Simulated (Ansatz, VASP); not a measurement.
**CsH: VASP beside Ansatz**

```xyz
2
Lattice="3.8664 -0.4138 -0.4138 -0.4138 3.8664 -0.4138 -0.4138 -0.4138 3.8664" Properties=species:S:1:pos:R:3 pbc="T T T"
Cs    0.0000    0.0000    0.0000
H     1.5195    1.5195    1.5195
```

Alike in both runs: task single point; functional LDA; k mesh 8 × 8 × 8; occupations gaussian, width 0.05 eV; no spin polarisation.

```csv
,VASP,Ansatz
version,VASP 6.6.1,Ansatz 0.2.0
potentials or method,"VASP PAW LDA potentials, release 64 (Cs_sv, H)","scalar-relativistic, plane waves, PAW"
plane-wave cutoff (eV),520,420
valence electrons in the cell,10,10
```

|  | VASP | Ansatz | Ansatz less VASP |
| --- | --- | --- | --- |
| gap on the k mesh at the Fermi level (eV) | 1.46 | 1.53 | +0.064 |
| least direct gap on the mesh (eV) | 1.46 | 1.53 | +0.064 |
| pressure (GPa) | 1.3 | 1.2 | -0.09 |
| largest component of the traceless stress (GPa) | 3.66 | 3.57 | -0.088 |

Caveats: spin-orbit coupling is left out, which moves the levels of the heavy elements. A k mesh can miss the band edges.
